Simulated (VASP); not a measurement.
CaSe (zincblende), GW calculation on PBE orbitals: VASP's output and Ansatz's

POSCAR

```
Ca Se
 1.0000000000000000
     0.0000000000000000    3.2795613700259110    3.2795613700259110
     3.2795613700259110    0.0000000000000000    3.2795613700259110
     3.2795613700259110    3.2795613700259110    0.0000000000000000
 Ca  Se
   1   1
Cartesian
  0.0000000000000000  0.0000000000000000  0.0000000000000000
  1.6397806850129553  1.6397806850129553  1.6397806850129553
```

VASP ran with the GW set of PAW datasets (16 valence electrons in the cell).

From OUTCAR

```
k-points           NKPTS =      8   k-points in BZ     NKDIM =     64   number of bands    NBANDS=    218

   NELECT =      16.0000    total number of electrons

   dimension x,y,z NGX =    30 NGY =   30 NGZ =   30
   dimension x,y,z NGXF=    60 NGYF=   60 NGZF=   60

  energy-cutoff  :      400.00
  volume of cell :       70.55
      direct lattice vectors                 reciprocal lattice vectors
     0.000000000  3.279561370  3.279561370    -0.152459413  0.152459413  0.152459413
     3.279561370  0.000000000  3.279561370     0.152459413 -0.152459413  0.152459413
     3.279561370  3.279561370  0.000000000     0.152459413  0.152459413 -0.152459413

 k-points in reciprocal lattice and weights: KPOINTS created by Atomic Simulation Env
   0.00000000  0.00000000  0.00000000       0.016
   0.25000000  0.00000000  0.00000000       0.125
   0.50000000  0.00000000  0.00000000       0.062
   0.25000000  0.25000000  0.00000000       0.094
   0.50000000  0.25000000  0.00000000       0.375
  -0.25000000  0.25000000  0.00000000       0.188
   0.50000000  0.50000000  0.00000000       0.047
  -0.25000000  0.50000000  0.25000000       0.094

 QP shifts <psi_nk| G(iteration)W_0 |psi_nk>: iteration 1
 for sc-GW calculations column KS-energies equals QP-energies in previous step
 and V_xc(KS)=  KS-energies - (<T + V_ion + V_H > + <T+V_H+V_ion>^1  + <V_x>^1)

 k-point   1 :       0.0000    0.0000    0.0000
  band No.  KS-energies  QP-energies   sigma(KS)   V_xc(KS)     V^pw_x(r,r')   Z            occupation Imag(sigma)

      1     -38.4833     -39.7181     -22.9063     -20.7354     -34.4480       0.5688       2.0000       0.9030
      2     -19.4904     -21.4006     -22.6517     -19.9133     -27.8266       0.6975       2.0000       0.3363
      3     -19.4904     -21.4006     -22.6517     -19.9133     -27.8266       0.6975       2.0000       0.3363
      4     -19.4904     -21.4006     -22.6517     -19.9133     -27.8266       0.6975       2.0000       0.3363
      5      -9.7308     -10.6729     -14.0421     -12.6255     -19.8190       0.6651       2.0000       1.2285
      6       0.5012      -0.5737     -13.0688     -11.6302     -14.4949       0.7471       2.0000       0.1409
      7       0.5012      -0.5737     -13.0688     -11.6302     -14.4949       0.7471       2.0000       0.1409
      8       0.5012      -0.5737     -13.0688     -11.6302     -14.4949       0.7471       2.0000       0.1409
      9       3.7986       4.0433      -6.4494      -6.7534      -3.3506       0.8052       0.0000      -0.1198
     10       5.9722       7.6630     -10.5695     -12.8474      -6.0631       0.7422       0.0000      -0.2097
     11       5.9722       7.6630     -10.5695     -12.8474      -6.0631       0.7422       0.0000      -0.2097
     12       7.9867       9.7320     -11.7114     -14.1340      -6.9207       0.7204       0.0000      -0.3052
     13       7.9867       9.7320     -11.7114     -14.1340      -6.9207       0.7204       0.0000      -0.3052
     14       7.9867       9.7320     -11.7114     -14.1340      -6.9207       0.7204       0.0000      -0.3052
     15       9.6791      10.2428      -7.9200      -8.6580      -3.7850       0.7639       0.0000      -0.2880
     16       9.6791      10.2428      -7.9200      -8.6580      -3.7850       0.7639       0.0000      -0.2880

 ...
```

Datasets and cutoffs are each program's own. VASP's cell holds 16 valence electrons and Ansatz's 26. Both sum 210 empty bands with a screening cutoff of 120 eV, short of the basis and mesh limit, and the G₀W₀ gap is that of the linearised levels of the first step.

What does Ansatz give for the same cell and level of theory?

PBE gap on the mesh 3.20 eV; G₀W₀ gap on the mesh 4.55 eV.

Ansatz printed

```
SCF 1 converged in 6 iterations: F = -7289.483240 eV  dr2 = 3.04e-9
  greatest PAW one-centre occupation: 1.000 electrons in one spin orbital (limit 2), on the Se atom at site 1 (counted from 0), in its partial waves of l = 2
NSCF: frozen V_eff on 8 k-points
G₀W₀ screening: q 1/8
G₀W₀ screening: q 2/8 (q-point 5)
G₀W₀ screening: q 3/8 (q-point 6)
G₀W₀ screening: q 4/8 (q-point 2)
G₀W₀ screening: q 5/8 (q-point 4)
G₀W₀ screening: q 6/8 (q-point 8)
G₀W₀ screening: q 7/8 (q-point 3)
G₀W₀ screening: q 8/8 (q-point 7)
G₀W₀ self-energy: k 1/8
G₀W₀ self-energy: k 2/8
G₀W₀ self-energy: k 3/8
G₀W₀ self-energy: k 4/8
G₀W₀ self-energy: k 5/8
G₀W₀ self-energy: k 6/8
G₀W₀ self-energy: k 7/8
G₀W₀ self-energy: k 8/8
NSCF: frozen V_eff on 1 k-points
SCF converged after 6 iterations
Free energy (F): -7289.483240 eV
Harris-Foulkes:  -7289.483240 eV  (|F-HF|=2.61e-9)
Internal energy: -7289.483240 eV  (E = F + TS)
E sigma→0 (E₀):  -7289.483240 eV
Fermi energy:    3.100527 eV
--- Per-component energies (eV) ---
  E_band       = -588.394653
  E_kinetic    = 397.766059
  E_local      = -3800.528242  (includes V_loc(G=0)·N_el)
  E_nonlocal   = -533.122241
  E_hartree    = 1731.294673
  E_xc         = -242.528326
  E_vxc        = -270.719400  (∫ρ·V_xc dr)
  E_paw        = -2769.031790  (= ΣΔE_a)
  E_vpaw       = 155.620912  (= ΣTr[D̂ρ^β])
  E_aug_tail   = -0.000602  (compensation charges beyond the density's cutoff)
  E_ewald      = -2073.332771
  E_smearing   = -0.000000  (= −TS)
  E_closure    = -0.000000  (closes the sum)
  Σ components = -7289.483240   (vs F -7289.483240, Δ=0.00e0)
--- Band table (eV; the first three rows and the last of 8) ---
  k-point 0: bands = ["-41.6545", "-41.6545", "-41.6545", "-41.6514", "-41.6514", "-35.9742", "-16.9893", "-16.9893", "-16.9893", "-7.2327", "3.0039", "3.0039", "3.0039", "6.3038", "8.4773", "8.4773", "10.4906"]
  k-point 1: bands = ["-41.6546", "-41.6545", "-41.6545", "-41.6514", "-41.6514", "-35.9732", "-17.0118", "-16.9920", "-16.9920", "-7.1049", "2.3084", "3.0486", "3.0486", "7.6847", "8.3286", "8.3286", "9.5960"]
  k-point 2: bands = ["-41.6546", "-41.6545", "-41.6545", "-41.6514", "-41.6514", "-35.9723", "-17.0341", "-16.9948", "-16.9948", "-6.9752", "1.8829", "3.0834", "3.0834", "8.1880", "8.5946", "8.5946", "8.9375"]
  k-point 7: bands = ["-41.6547", "-41.6545", "-41.6545", "-41.6514", "-41.6514", "-35.9716", "-17.0308", "-17.0086", "-17.0027", "-6.8923", "2.3882", "2.4043", "2.9986", "6.8734", "8.0859", "8.9934", "9.3200"]
--- G₀W₀: contour deformation, 6 samples at zero and on the imaginary axis and 2 off it, 64 q-points, 210 empty bands' worth ---
  eigenvalues of the whole cell's RPA ε∞ on this k-mesh (on a slab, of 1 + 4πα/V) = 3.5725, 3.5725, 3.5725; static W/v taken at q = 0 is 0.279916
  bands read: the sum over 223 bands ends inside a degenerate multiplet in 2 slots, whose members it reads at an even weight; the widest, k=0: bands 223 to 224 (counted from 1) at 1/2 each
  gw.qp_kpoints: band_edges: 8 of 8 stored k-points solved, in 1 pass; an edge of the gap read off the rows below is read off those points alone
    ik  band        ε_KS         Σx   Σc(E_QP)       V_xc       Z   E_QP_lin       E_QP  E_QP is
     0    12      3.0039   -16.6903     1.7892   -13.8168  0.7583     1.8958     1.9196  root
     0    13      3.0039   -16.6903     1.7892   -13.8168  0.7583     1.8958     1.9196  root
     0    14      6.3038    -4.6184    -3.2132    -8.0313  0.8147     6.5040     6.5035  root
     0    15      8.4773    -7.1117    -5.1808   -13.8930  0.7565    10.1457    10.0778  root
     1    12      3.0486   -16.7707     1.8042   -13.8659  0.7589     1.9236     1.9480  root
     1    13      3.0486   -16.7707     1.8042   -13.8659  0.7589     1.9236     1.9480  root
     1    14      7.6847    -5.4808    -3.4213    -9.2306  0.8015     8.0148     8.0132  root
     1    15      8.3286    -6.8103    -4.9620   -13.2579  0.7624     9.8687     9.8141  root
     2    12      3.0834   -16.8156     1.8165   -13.8845  0.7595     1.9440     1.9689  root
     2    13      3.0834   -16.8156     1.8165   -13.8845  0.7595     1.9440     1.9689  root
     2    14      8.1880    -5.9190    -4.2868   -11.1608  0.7770     9.1621     9.1429  root
     2    15      8.5946    -6.9483    -5.0065   -13.4134  0.7587    10.1083    10.0531  root
     3    12      3.0244   -16.7712     1.8598   -13.7728  0.7591     1.8592     1.8858  root
     3    13      3.0244   -16.7712     1.8598   -13.7728  0.7591     1.8592     1.8858  root
     3    14      7.3692    -5.3663    -3.9934   -10.2240  0.7881     8.2468     8.2335  root
     3    15      8.3912    -6.1669    -3.8030   -10.6168  0.7881     9.0459     9.0382  root
     4    12      2.7777   -16.3739     1.9552   -13.2180  0.7573     1.5452     1.5769  root
     4    13      3.0715   -16.8567     1.8783   -13.8210  0.7598     1.8868     1.9141  root
     4    14      7.2217    -5.2003    -3.9537    -9.9800  0.7881     8.0599     8.0477  root
     4    15      8.2403    -6.7284    -4.4911   -12.4371  0.7726     9.4897     9.4578  root
     5    12      2.6904   -16.2842     1.9689   -13.1198  0.7559     1.4627     1.4950  root
     5    13      3.1005   -16.8733     1.8221   -13.9307  0.7597     1.9550     1.9801  root
     5    14      7.8258    -6.0185    -4.1555   -11.1017  0.7783     8.7710     8.7534  root
     5    15      8.1434    -6.6341    -4.8085   -12.8627  0.7671     9.6106     9.5635  root
     6    12      3.0624   -16.9064     1.9404   -13.7676  0.7600     1.8344     1.8641  root
     6    13      3.0624   -16.9064     1.9404   -13.7676  0.7600     1.8344     1.8641  root
     6    14      6.6465    -4.2152    -3.5953    -8.3680  0.7996     7.2089     7.2040  root
     6    15      8.0846    -6.3276    -4.3280   -11.7487  0.7792     9.2011     9.1777  root
     7    12      2.4043   -16.0594     2.0487   -12.7659  0.7519     1.1220     1.1595  root
...
```
